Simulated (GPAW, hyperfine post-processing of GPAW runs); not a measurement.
# LiMnF3: isotropic lines and sites in a paramagnetic 7Li spectrum

Calculated values: DFT, revPBE+U, plane-wave PAW, GPAW setups, collinear spin, scalar-relativistic (GPAW), contact and point-dipole shifts scaled to 320 K with Θ = 0 K (a pure Curie law); spin-only moments, above the ordering temperature.

```xyz
10
Lattice="1.5146 -4.8303 0.0000 1.5146 4.8303 0.0000 0.0000 0.0000 7.1070" Properties=species:S:1:pos:R:3 pbc="T T T"
Mn    1.5146    2.3702    5.3302
Mn    1.5146   -2.3702    1.7767
F     1.5146    3.9881    1.7767
F     1.5146    1.3877    0.4755
F     1.5146    1.3877    3.0780
F     1.5146   -1.3877    6.6315
F     1.5146   -3.9881    5.3302
F     1.5146   -1.3877    4.0289
Li    0.0000    0.0000    3.5535
Li    0.0000    0.0000    0.0000
```

7Li MAS at 9.4 T (155.6 MHz), 60 kHz, 320 K; contact and dipolar shift alone, no orbital or quadrupolar part; lines under 1.5 % of the strongest are left out. Lines of the NMR spectrum (strongest = 100):

```
position (ppm)  intensity
       -2152.3        2.7
       -1766.6         11
       -1380.9         32
        -995.1         66
        -609.4        100
        -223.7         77
         162.0         69
         547.7         46
         933.5         32
        1319.2         51
        1704.9         43
        2090.6         27
        2476.3         12
        2862.1        4.0
```

Q: Find the isotropic shifts among the lines and assign them to the Li sites.

Sidebands are spaced by 386 ppm (the spinning rate over the resonance of 155.6 MHz). An isotropic line need not be the tallest: it is the area-weighted centre of its own family of sidebands, and the one that stays put when the rate is changed. Isotropic shifts: 162 ppm for atom 9 and the 1 atom equivalent to it (10 Mn through links of 88 to 93° (8), 108° (4) and 157° (4)), reduced anisotropy 2365 ppm.

[Logs are printed without paths, hosts, clocks, repeated set-up lines and the standing remarks that a program may print on its own settings, such as how far it seeks lower states.]

[Hosts, paths, dates, database ids (printed as entryN), source tags and the programs' standing remarks are cut or masked in the printed files.]
